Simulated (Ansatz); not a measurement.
Input and command of a calculation in Ansatz (plane waves; scalar-relativistic PAW potentials unless the input names others):

```yaml
crystal:
  lattice:
    - [3.7381203863, 0.0, 0.0]
    - [0.0, 35.4832679058, 0.0]
    - [0.0, 0.0, 5.1965975128]
  atoms:
    - { symbol: S, position: [0.0, 0.943021613, 0.6572846201] }
    - { symbol: S, position: [0.0, 0.056978387, 0.3427153799] }
    - { symbol: S, position: [0.5, 0.056978387, 0.1572846201] }
    - { symbol: S, position: [0.5, 0.943021613, 0.8427153799] }
basis:
  ecutwfc: 420
kpoints:
  mp_grid: { grid: [10, 1, 8] }
hamiltonian:
  xc: pbe
scf:
  occupations: { method: gaussian, width: 0.01 }
  mixing: { algorithm: anderson, beta: 0.005, ndim: 1 }
  max_iter: 60
output:
  forces: true
  eigenvalues: true
  stress: true
```

```bash
ansatz run input.yaml --threads 1 --pin off --max-ram 2560MiB --backend cpu --events-out ev --progress --plain --runs-dir out
```

Abridged log:
```
Basis set: ecut = 420 eV, 13547 PW (Γ), exchange–correlation on 50×480×72 points (8 copies of the dense FFT grid, shifted against one another)
Bands: 16, of which v1, the nominal top of the filled ones, is band 12 counted from 1 (11 counted from 0)
Symmetry: 8 space group operations
k-points: 30 of 80
SCF iter   1: F=—  HF=-3606.784233 eV  |F-HF|=—  |Δ(HF+E_count)|=         —  Δρ=1.54e-3  dr2=1.37e-2  ethr=1.77e-3  ⟨swp⟩=8.6  Hψ=3259  notcnv=0
SCF iter   2: F=—  HF=-3606.784900 eV  |F-HF|=—  |Δ(HF+E_count)|=   6.67e-4  Δρ=1.52e-3  dr2=1.36e-2  ethr=5.73e-5  ⟨swp⟩=1.7  Hψ=762  notcnv=0
SCF iter   3: F=—  HF=-3606.784906 eV  |F-HF|=—  |Δ(HF+E_count)|=   6.29e-6  Δρ=1.51e-3  dr2=1.35e-2  ethr=5.66e-5  ⟨swp⟩=1.0  Hψ=480  notcnv=0
SCF iter   4: F=—  HF=-3606.784876 eV  |F-HF|=—  |Δ(HF+E_count)|=   3.02e-5  Δρ=1.51e-3  dr2=1.33e-2  ethr=5.62e-5  ⟨swp⟩=1.0  Hψ=480  notcnv=0
SCF iter   5: F=—  HF=-3606.784841 eV  |F-HF|=—  |Δ(HF+E_count)|=   3.53e-5  Δρ=1.50e-3  dr2=1.32e-2  ethr=5.56e-5  ⟨swp⟩=1.0  Hψ=480  notcnv=0
SCF iter   6: F=—  HF=-3606.784806 eV  |F-HF|=—  |Δ(HF+E_count)|=   3.47e-5  Δρ=1.49e-3  dr2=1.30e-2  ethr=5.49e-5  ⟨swp⟩=1.0  Hψ=480  notcnv=0
SCF iter   7: F=—  HF=-3606.784772 eV  |F-HF|=—  |Δ(HF+E_count)|=   3.45e-5  Δρ=1.48e-3  dr2=1.28e-2  ethr=5.42e-5  ⟨swp⟩=1.0  Hψ=480  notcnv=0
SCF iter   8: F=—  HF=-3606.784737 eV  |F-HF|=—  |Δ(HF+E_count)|=   3.49e-5  Δρ=1.47e-3  dr2=1.27e-2  ethr=5.35e-5  ⟨swp⟩=1.0  Hψ=480  notcnv=0
   ...
SCF iter  30: F=—  HF=-3606.784178 eV  |F-HF|=—  |Δ(HF+E_count)|=   2.16e-5  Δρ=1.29e-3  dr2=9.55e-3  ethr=4.03e-5  ⟨swp⟩=1.0  Hψ=480  notcnv=0
SCF iter  31: F=—  HF=-3606.783959 eV  |F-HF|=—  |Δ(HF+E_count)|=   2.19e-4  Δρ=1.28e-3  dr2=9.43e-3  ethr=4.17e-6  ⟨swp⟩=1.0  Hψ=1080  notcnv=0
Mixer restart at iter 31: flushing history
iteration 31: the SCF's residuals had fallen too slowly under its mixing. It goes on by minimising its free energy, and can end on another state than longer mixing would; under `scf.algorithm: density_mixing` no SCF does so, but by `scf.convergence.dm_fallback`
SCF iter  32: F=—  HF=-3606.786557 eV  |F-HF|=—  |Δ(HF+E_count)|=   2.60e-3  Δρ=4.83e-4  dr2=2.29e-3  ethr=4.17e-6  ⟨swp⟩=2.7  Hψ=4884  notcnv=0
SCF iter  33: F=—  HF=-3606.785581 eV  |F-HF|=—  |Δ(HF+E_count)|=   9.76e-4  Δρ=6.36e-5  dr2=4.74e-5  ethr=4.17e-6  ⟨swp⟩=2.7  Hψ=2851  notcnv=0
SCF iter  34: F=—  HF=-3606.785566 eV  |F-HF|=—  |Δ(HF+E_count)|=   1.47e-5  Δρ=1.57e-5  dr2=2.56e-6  ethr=1.97e-7  ⟨swp⟩=3.0  Hψ=2078  notcnv=0
SCF iter  35: F=—  HF=-3606.785565 eV  |F-HF|=—  |Δ(HF+E_count)|=   9.46e-7  Δρ=3.16e-6  dr2=1.71e-7  ethr=1.07e-8  ⟨swp⟩=2.0  Hψ=1555  notcnv=0
SCF iter  36: F=-3606.785565 eV  HF=-3606.785565 eV  |F-HF|=4.17e-9  |Δ(HF+E_count)|=   4.41e-8  Δρ=4.41e-7  dr2=5.12e-9  ethr=4.17e-10  ⟨swp⟩=3.0  Hψ=1814  notcnv=0
SCF iter  37: F=-3606.785565 eV  HF=-3606.785565 eV  |F-HF|=4.18e-9  |Δ(HF+E_count)|=  9.09e-13  Δρ=4.41e-7  dr2=5.13e-9  ethr=2.13e-11  ⟨swp⟩=2.3  Hψ=1804  notcnv=0
SCF 1 converged in 37 iterations: F = -3606.785565 eV  dr2 = 5.13e-9
SCF converged after 37 iterations
Free energy (F): -3606.785565 eV
Harris-Foulkes:  -3606.785565 eV  (|F-HF|=4.18e-9)
Internal energy: -3606.785565 eV  (E = F + TS)
E sigma→0 (E₀):  -3606.785565 eV
Fermi energy:    -4.216215 eV
--- Forces (eV/Å), atoms counted from 1 ---
  atom   1  S      0.00000000    -0.00033450     0.00058692
  atom   2  S      0.00000000     0.00033450    -0.00058692
  atom   3  S      0.00000000     0.00033450     0.00058692
  atom   4  S      0.00000000    -0.00033450    -0.00058692
--- Stress (GPa, compression-positive) ---
       -0.001910       0.000000       0.000000
        0.000000       0.000653       0.000000
        0.000000       0.000000       0.005331
  P = ⅓ Tr σ = 0.0014 GPa (0.014 kbar)
```

One setting here is unusual or wrong in general: mixing far too weak (scf.mixing: not typed → {"algorithm": "anderson", "beta": 0.005, "ndim": 1}). For this cell it did little harm to the result: the run converged in 37 SCF iterations with an energy at zero smearing within 0.01 meV/atom of the reference's, pressure 0.00 GPa, largest force 0.001 eV/Å, gap on the mesh 0.39 eV. A reference run on usual settings, whose relaxation ended at this geometry, converged, and the end of its own relaxation has pressure 0.00 GPa, largest force 0.001 eV/Å, gap on the mesh 0.39 eV.

Time: 85 s on 1 thread of Intel(R) Xeon(R) Platinum 8488C (Sapphire Rapids), on a shared host, peak memory 1 GiB.